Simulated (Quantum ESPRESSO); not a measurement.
The system is SrCl2.

```
CELL_PARAMETERS angstrom
0.00000 3.48835 3.48835
3.48835 0.00000 3.48835
3.48835 3.48835 0.00000
ATOMIC_POSITIONS crystal
Sr 0.00000 0.00000 0.00000
Cl 0.75000 0.75000 0.75000
Cl 0.25000 0.25000 0.25000
```

Base run:

| Quantity | Value |
| --- | --- |
| Program | Quantum ESPRESSO 7.5 |
| Functional | PBE |
| Potentials or basis | PseudoDojo 0.4.1 SR PBE standard |
| Cutoff | 925 eV |
| Density cutoff | 3701 eV |
| k mesh | 4 × 4 × 4, shifted |
| Occupations | fermi-dirac, width 0.05 eV |
| Spin | no spin polarisation |

Its results: pressure 1.0 GPa; electronic dielectric tensor (diagonal) 2.92.

Problem. The run is repeated on the same cell with these changes: functional from PBE to WC. What comes out?

Solution. Pressure -1.0 GPa; electronic dielectric tensor (diagonal) 2.97.

WC binds more tightly than PBE, so the same cell stands under less pressure.

Caveats: the potentials were made for another functional, which shifts forces and pressure (some runs).

Not every run made on this cell is shown here.
